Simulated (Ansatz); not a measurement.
In doubt: masses and optical values from hybrid runs of this build are listed as unsure (in some of the runs), which bears on the screening that GW takes from such a start.

The crystal is GaN (F-43m).

```
Ga N
1.0
     0.00000    2.25350    2.25350
     2.25350    0.00000    2.25350
     2.25350    2.25350    0.00000
Ga N
1 1
Direct
  0.00000 0.00000 0.00000
  0.75000 0.75000 0.75000
```

The cell and positions are those that the Materials Project relaxed with its own functionals (PBE, PBE+U or r2SCAN), kept fixed. This is not the form that GaN usually takes at ambient conditions.

Gaps computed with Ansatz 0.2.0 without a self-energy: HSE06 2.96 eV.

**Question.** What gap should G0W0 on HSE06 give (10×10×10 mesh, 205 empty bands, screening to 250 eV, hard PAW files)?

About 3.48 eV: on its mesh the run moves the gap from 2.98 eV by +0.51 eV. Bands and cutoff are finite, so the gap is not at the basis limit. The miss can reach some tenths of an eV and take either sign; the mesh is an error of its own. The many-body steps are scalar-relativistic: spin-orbit coupling is not in them.

[Paths, hosts, dates, memory and timing lines, banners, echoed tables and standing remarks are left out of the program output.]

[Logs are printed without paths, hosts, clocks, repeated set-up lines and the standing remarks that a program may print on its own settings, such as how far it seeks lower states.]

[Runs of the session that timed out or met a known fault of the program may be left out.]

[Cells called generated may have been cut or substituted from an entry of the Crystallography Open Database or the Materials Project.]

[Hosts, paths, dates, database ids (printed as entryN), source tags and the programs' standing remarks are cut or masked in the printed files.]
